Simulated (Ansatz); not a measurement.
# InAs (Fm-3m): equation of state with a fit, by script

Where is the equilibrium volume of InAs (Fm-3m), and how stiff is it? The task is an equation of state with a fit, for InAs (Fm-3m).

Program: Ansatz 0.2.0, driven from Python. Level of theory: DFT r2SCAN, plane waves, PAW. These are calculated values, not measurements.

### Step 1. The structure

The structure is cubic, space group Fm-3m (No. 225). Conventional cell: a = 5.755 Å, b = 5.755 Å, c = 5.755 Å, α = 90.00°, β = 90.00°, γ = 90.00°. Around In (site symmetry m-3m) lie 6 As at 2.88 Å. As (site symmetry m-3m) is surrounded by 6 In at 2.88 Å.

No structure file is read: the coordinates are typed or built in the script.

### Step 2. The script

The input, inas.py:

```python
"""Energy against volume for InAs, with a fit."""

import warnings

import ansatz as az
import numpy as np
from scipy.optimize import curve_fit

VECTORS = np.array([
    [0.0, 2.877304, 2.877304],
    [2.877304, 0.0, 2.877304],
    [2.877304, 2.877304, 0.0],
])
SITES = [
    ("In", (0.5, 0.5, 0.5)),
    ("As", (0.0, 0.0, 0.0)),
]


def on_lattice(cell):
    crystal = az.Crystal(lattice=az.Lattice.of(cell))
    for symbol, position in SITES:
        crystal = crystal.atom(symbol, position)
    return crystal

def vinet(v, e0, v0, b0, b1):
    eta = (v / v0) ** (1 / 3)
    return e0 + 2 * b0 * v0 / (b1 - 1) ** 2 * (2 - (5 + 3 * b1 * (eta - 1) - 3 * eta) * np.exp(-1.5 * (b1 - 1) * (eta - 1)))


def main() -> None:
    warnings.simplefilter("ignore", az.DeckWarning)

    # uniform scaling of the cell
    volumes, energies = [], []
    for scale in np.linspace(0.9, 1.1, 9):
        cell = VECTORS * scale ** (1 / 3)
        base = (
            on_lattice(cell).calculation()
            .functional("r2scan")
            .occupations(az.OccupationsMethod.GAUSSIAN)
            .scf(tolerance=1e-10)
            .basis(600)
            .kpoints(6, 6, 6)
        )
        r = base.run(threads=1).report
        volumes.append(abs(np.linalg.det(cell)) / len(SITES))
        energies.append(r["free_energy_ev"] / len(SITES))
        print(f"V = {volumes[-1]:8.4f} A^3/atom  F = {energies[-1]:.5f} eV/atom")

    guess = (min(energies), volumes[int(np.argmin(energies))], 0.5, 4.5)
    (e0, v0, b0, b1), _ = curve_fit(vinet, np.array(volumes), np.array(energies), p0=guess, maxfev=20000)
    print(f"Vinet fit: V0 = {v0:.4f} A^3/atom, B0 = {160.21766 * b0:.1f} GPa, B1 = {b1:.2f}")
    print("largest residual", round(1000 * float(np.abs(vinet(np.array(volumes), e0, v0, b0, b1) - energies).max()), 3), "meV/atom")


if __name__ == "__main__":
    main()
```

### Step 3. The calls as engine input

The package turns the script's settings into the engine's input (first run):

```yaml
crystal:
  lattice:
    - [0.0, 2.778006468283317, 2.778006468283317]
    - [2.778006468283317, 0.0, 2.778006468283317]
    - [2.778006468283317, 2.778006468283317, 0.0]
  atoms:
    - { symbol: In, position: [0.5, 0.5, 0.5] }
    - { symbol: As, position: [0.0, 0.0, 0.0] }
basis:
  ecutwfc: 600.0
kpoints:
  mp_grid:
    grid: [6, 6, 6]
hamiltonian:
  xc: r2scan
scf:
  convergence:
    dr2_threshold: 1.0e-10
  occupations:
    method: gaussian
```

### Step 4. Launch

Run with:

```
$ python inas.py
```

Standard output:

```text
V =  21.4388 A^3/atom  F = -5238.33410 eV/atom
V =  22.0343 A^3/atom  F = -5238.35151 eV/atom
V =  22.6298 A^3/atom  F = -5238.35999 eV/atom
V =  23.2253 A^3/atom  F = -5238.36095 eV/atom
V =  23.8208 A^3/atom  F = -5238.35593 eV/atom
V =  24.4164 A^3/atom  F = -5238.34527 eV/atom
V =  25.0119 A^3/atom  F = -5238.32969 eV/atom
V =  25.6074 A^3/atom  F = -5238.30988 eV/atom
V =  26.2029 A^3/atom  F = -5238.28647 eV/atom
Vinet fit: V0 = 23.0313 A^3/atom, B0 = 69.8 GPa, B1 = 4.47
largest residual 0.215 meV/atom
```

Wall time 23 s (1 thread of AMD EPYC 7R32 (Zen 2), shared host); peak memory 0.59 GiB.

### Step 5. What changed from run to run

The engine's inputs for some of the other runs:

Run 3, against run 1:

```diff
@@ -3,3 +3,3 @@
-    - [0.0, 2.778006468283317, 2.778006468283317]
-    - [2.778006468283317, 0.0, 2.778006468283317]
-    - [2.778006468283317, 2.778006468283317, 0.0]
+    - [0.0, 2.8285267125202513, 2.8285267125202513]
+    - [2.8285267125202513, 0.0, 2.8285267125202513]
+    - [2.8285267125202513, 2.8285267125202513, 0.0]
```

Run 5, against run 1:

```diff
@@ -3,3 +3,3 @@
-    - [0.0, 2.778006468283317, 2.778006468283317]
-    - [2.778006468283317, 0.0, 2.778006468283317]
-    - [2.778006468283317, 2.778006468283317, 0.0]
+    - [0.0, 2.877304, 2.877304]
+    - [2.877304, 0.0, 2.877304]
+    - [2.877304, 2.877304, 0.0]
```

Run 6, against run 1:

```diff
@@ -3,3 +3,3 @@
-    - [0.0, 2.778006468283317, 2.778006468283317]
-    - [2.778006468283317, 0.0, 2.778006468283317]
-    - [2.778006468283317, 2.778006468283317, 0.0]
+    - [0.0, 2.9010844503118762, 2.9010844503118762]
+    - [2.9010844503118762, 0.0, 2.9010844503118762]
+    - [2.9010844503118762, 2.9010844503118762, 0.0]
```

### Step 6. Run by run

One row for each of the 9 runs:

```csv
run,volume (Å³/atom),energy from run 4 (meV/atom),SCF cycles,CPU time (s)
1,21.439,26.85,8,2.3
2,22.034,9.44,8,2
3,22.630,0.96,8,2
4,23.225,0.00,8,2.3
5,23.821,5.02,8,2.3
6,24.416,15.68,8,2.4
7,25.012,31.26,8,2.4
8,25.607,51.07,8,2.4
9,26.203,74.48,9,2.6
```

Energies are free energies F = E - TS of the smeared occupations. 

### Step 7. Summary of results

| quantity | value |
| --- | --- |
| runs compared | 9 |
| range of energy | 74.48 meV/atom |
| lowest point, volume (Å³/atom) | 23.225 |
| equilibrium volume (fit) | 23.03 Å³/atom |
| bulk modulus (fit) | 70 GPa |

**Reading.** A third-order Birch-Murnaghan fit through the 9 points (the script's own form differs a little) has its minimum at 23.03 Å³ an atom, 3.3 % below the typed cell, with a bulk modulus of 70 GPa. From that minimum the energy rises by 27.4 meV an atom on the compressed side and 75.0 meV on the expanded side. For a metal this k-point mesh is coarse: on a finer one energies can move by several to tens of meV an atom and pressures by half a GPa or more, differences at one mesh by less. The structure comes from a database of computed cells and needn't be a stable or known phase.
